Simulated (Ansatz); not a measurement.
Method: DFT PBE, scalar-relativistic, plane waves, PAW (Ansatz 0.2.0). Several structures of Zn5O3 were relaxed, and the powder pattern of one of them was computed from 10° to 70° in 2θ (λ = 1.5406 Å; lines under 1 % are left out).

Cu Kα1 powder pattern (kinematic, no thermal factors).
2θ (°) (relative intensity): 20.22 (2), 27.07 (1), 30.96 (3), 31.72 (100), 33.89 (35), 34.02 (54), 37.26 (44), 41.10 (3), 41.58 (32), 46.66 (2), 52.33 (32), 55.08 (42), 58.52 (3), 64.97 (11), 65.20 (9), 66.26 (5), 66.33 (40), 68.38 (7)

Question: Which structure gives it?
A.

Space group P-6m2 (No. 187). a = 3.332 Å, b = 3.332 Å, c = 13.167 Å, α = 90.00°, β = 90.00°, γ = 120.00°
```csv
atom,site,symmetry,x,y,z
Zn,2h,3m.,0.3333,0.6667,0.1846
Zn,1a,-6m2,0.0000,0.0000,0.0000
Zn,2i,3m.,0.6667,0.3333,0.6003
O,2g,3m.,0.0000,0.0000,0.1832
O,1c,-6m2,0.3333,0.6667,0.0000
```

B.

Space group I4/mmm (No. 139). a = 3.082 Å, b = 3.082 Å, c = 19.923 Å, α = 90.00°, β = 90.00°, γ = 90.00°
```csv
atom,site,symmetry,x,y,z
Zn,4e,4mm,0.0000,0.0000,0.2181
Zn,2a,4/mmm,0.0000,0.0000,0.0000
Zn,4e,4mm,0.0000,0.0000,0.3910
O,4e,4mm,0.0000,0.0000,0.1089
O,2b,4/mmm,0.5000,0.5000,0.0000
```

C.

Space group P3m1 (No. 156). a = 3.206 Å, b = 3.206 Å, c = 12.188 Å, α = 90.00°, β = 90.00°, γ = 120.00°
```
atom  site  symmetry       x       y       z
  Zn    1a       3m. 0.0000  0.0000  0.4337
  Zn    1b       3m. 0.3333  0.6667  0.6620
  Zn    1b       3m. 0.3333  0.6667  0.2114
  Zn    1a       3m. 0.0000  0.0000  0.9894
  Zn    1c       3m. 0.6667  0.3333  0.8359
   O    1b       3m. 0.3333  0.6667  0.3726
   O    1a       3m. 0.0000  0.0000  0.5950
   O    1a       3m. 0.0000  0.0000  0.1510
```

Answer: A. Its strongest line, at 2θ = 31.72°, has d = λ/(2 sin θ) = 2.819 Å and is the (1 0 1) reflection of the conventional P-6m2 cell with a = 3.332 Å, c = 13.167 Å. The others have their strongest lines at 36.8° (B); 35.5° (C).

The cells needn't be stable.
